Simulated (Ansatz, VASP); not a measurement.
MgGe2 in VASP and in Ansatz

```
Mg Ge
1.0
     0.00000    3.99681    3.99681
     3.99681    0.00000    3.99681
     3.99681    3.99681    0.00000
Mg Ge
2 4
Direct
  0.25000 0.25000 0.25000
  0.00000 0.00000 0.00000
  0.62500 0.62500 0.62500
  0.12500 0.62500 0.62500
  0.62500 0.12500 0.62500
  0.62500 0.62500 0.12500
```

Change from the starting cell: species swapped into the TmPt2 type (Fd-3m, No. 227).

Alike in both runs: functional PBE; k mesh 4 × 4 × 4; occupations gaussian, width 0.1 eV; no spin polarisation.

Ansatz relaxed the structure, and its values are those at the end. VASP's run is a single point on that final structure, the one shown.

|  | VASP | Ansatz |
| --- | --- | --- |
| version | VASP 6.6.1 | Ansatz 0.2.0 |
| potentials or method | VASP PAW PBE potentials, release 64 (Mg, Ge_d) | scalar-relativistic, plane waves, PAW |
| plane-wave cutoff (eV) | 520 | 420 |
| valence electrons in the cell | 60 | 76 |

|  | VASP | Ansatz | Ansatz less VASP |
| --- | --- | --- | --- |
| gap on the k mesh at the Fermi level (eV) | none | none | - |
| pressure (GPa) | 0.1 | 0.2 | +0.08 |

A gap of «none» marks a metal or a gap that the smearing closes. The functional is the same, so the differences come from potentials, cutoffs and numerics. The two sets of potentials don't hold the same shells in valence.
